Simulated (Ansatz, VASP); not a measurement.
One calculation of Pt, two programs

```
CELL_PARAMETERS angstrom
-1.58422 1.58422 1.58422
1.58422 -1.58422 1.58422
1.58422 1.58422 -1.58422
ATOMIC_POSITIONS crystal
Pt 0.00000 0.00000 0.00000
```

This isn't the form of Pt at room conditions, which is fcc.

Alike in both runs: task single point; functional PBEsol; k mesh 22 × 22 × 22; occupations gaussian, width 0.15 eV; no spin polarisation.

|  | VASP | Ansatz |
| --- | --- | --- |
| version | VASP 6.6.1 | Ansatz 0.2.0 |
| potentials or method | VASP PAW PBE potentials, release 64 (Pt) | scalar-relativistic, plane waves, PAW |
| plane-wave cutoff (eV) | 520 | 420 |
| valence electrons in the cell | 10 | 18 |

|  | VASP | Ansatz | Ansatz less VASP |
| --- | --- | --- | --- |
| gap on the k mesh at the Fermi level (eV) | none | none | - |
| pressure (GPa) | -11.3 | -10.9 | +0.36 |

A gap of «none» marks a metal or a gap that the smearing closes. The two sets of potentials don't hold the same shells in valence.

Caveats: the PAW data sets were made with another functional, which shifts forces and pressure a little (VASP). Spin-orbit coupling is left out, which matters for the levels of Pt.
